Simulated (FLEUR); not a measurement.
Ti3Si: equation of state with LDA

Ti3Si:

```
CELL_PARAMETERS angstrom
0.00000 3.14436 3.14436
3.14436 0.00000 3.14436
3.14436 3.14436 0.00000
ATOMIC_POSITIONS crystal
Ti 0.00000 0.00000 0.00000
Ti 0.25000 0.25000 0.25000
Ti 0.75000 0.75000 0.75000
Si 0.50000 0.50000 0.50000
```

The cell comes from a database or a generator and needn't be the stable form of this composition.

- Program: FLEUR MaX-R8.1 (later development tree)
- Task: equation of state
- Functional: LDA
- Potentials or basis: all-electron
- Basis: FLAPW
- Kmax: 4.24 1/bohr
- k mesh: 7 × 7 × 7
- Occupations: fermi-dirac, width 0.05 eV
- Spin: no spin polarisation

```yaml
Equilibrium_volume: "14.50 Å³/atom (rough: see the caveat)"
Bulk_modulus: 152 GPa (rough)
```

Energy against volume, from the lowest point:
| volume (Å³/atom) | energy (meV/atom) |
| --- | --- |
| 14.611 | 0.00 |
| 14.922 | 5.09 |
| 15.544 | 31.11 |
| 16.166 | 74.88 |
| 16.477 | 102.30 |

Caveat: the minimum lies outside the volumes run.
